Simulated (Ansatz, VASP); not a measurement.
One calculation of SiC, two programs

The input POSCAR:

```
SiC
1.0
    4.3562899711      0.0000000000      0.0000000000
    0.0000000000     -4.3562899711      0.0000000000
    0.0000000000      0.0000000000     -4.3562899711
Si C
4 4
Direct
    0.0000000000      0.0000000000      0.0000000000
    0.5000000000      0.5000000000      0.0000000000
    0.5000000000      0.0000000000      0.5000000000
    0.0000000000      0.5000000000      0.5000000000
    0.7500000000      0.7500000000      0.7500000000
    0.2500000000      0.2500000000      0.7500000000
    0.2500000000      0.7500000000      0.2500000000
    0.7500000000      0.2500000000      0.2500000000
```

Contents of INCAR.step1:

```
PREC = Accurate
ENCUT = 520
ISMEAR = 0
SIGMA = 0.05
LREAL = False
LASPH = True
NELM = 80
NBANDS = 26
GGA = PE
ALGO = Normal
EDIFF = 1E-4
LWAVE = True
LCHARG = False
```

File INCAR.step2:

```
PREC = Accurate
ENCUT = 520
EDIFF = 1E-6
ISMEAR = 0
SIGMA = 0.05
LREAL = False
LASPH = True
NELM = 80
ALGO = Normal
ISIF = 2
LWAVE = False
LCHARG = False
METAGGA = R2SCAN
LMIXTAU = True
NBANDS = 26
ISTART = 1
```

The input KPOINTS:

```
Automatic mesh
0
Gamma
  6 6 6
```

Input for Ansatz:

```yaml
crystal:
  lattice:
    - [4.356289964, 0.0, 0.0]
    - [0.0, -4.356289964, 0.0]
    - [0.0, 0.0, -4.356289964]
  atoms:
    - { symbol: Si, position: [0.0, 0.0, 0.0] }
    - { symbol: Si, position: [0.5, 0.5, 0.0] }
    - { symbol: Si, position: [0.5, 0.0, 0.5] }
    - { symbol: Si, position: [0.0, 0.5, 0.5] }
    - { symbol: C, position: [0.75, 0.75, 0.75] }
    - { symbol: C, position: [0.25, 0.25, 0.75] }
    - { symbol: C, position: [0.25, 0.75, 0.25] }
    - { symbol: C, position: [0.75, 0.25, 0.25] }
basis:
  ecutwfc: 500
kpoints:
  mp_grid: { grid: [6, 6, 6] }
hamiltonian:
  xc: r2scan
scf:
  occupations: { method: gaussian, width: 0.05 }
output:
  forces: true
  stress: true
  eigenvalues: true
```

Alike in both runs: task single point; functional r2SCAN; k mesh 6 × 6 × 6; occupations gaussian, width 0.05 eV; no spin polarisation.

|  | VASP | Ansatz |
| --- | --- | --- |
| version | VASP 6.6.1 | Ansatz 0.2.0 |
| potentials or method | VASP PAW PBE potentials, release 64 (Si, C) | scalar-relativistic, plane waves, PAW |
| plane-wave cutoff (eV) | 520 | 500 |
| valence electrons in the cell | 32 | 32 |

```tsv
	VASP	Ansatz	Ansatz less VASP
gap on the k mesh at the Fermi level (eV)	1.72	1.71	-0.011
least direct gap on the mesh (eV)	1.72	1.71	-0.011
pressure (GPa)	-0.2	0.0	+0.19
```

The functional is the same, so the differences come from potentials, cutoffs and numerics.

Caveats: the PAW data sets were made with another functional, which shifts forces and pressure a little (VASP). A k mesh can miss the band edges.
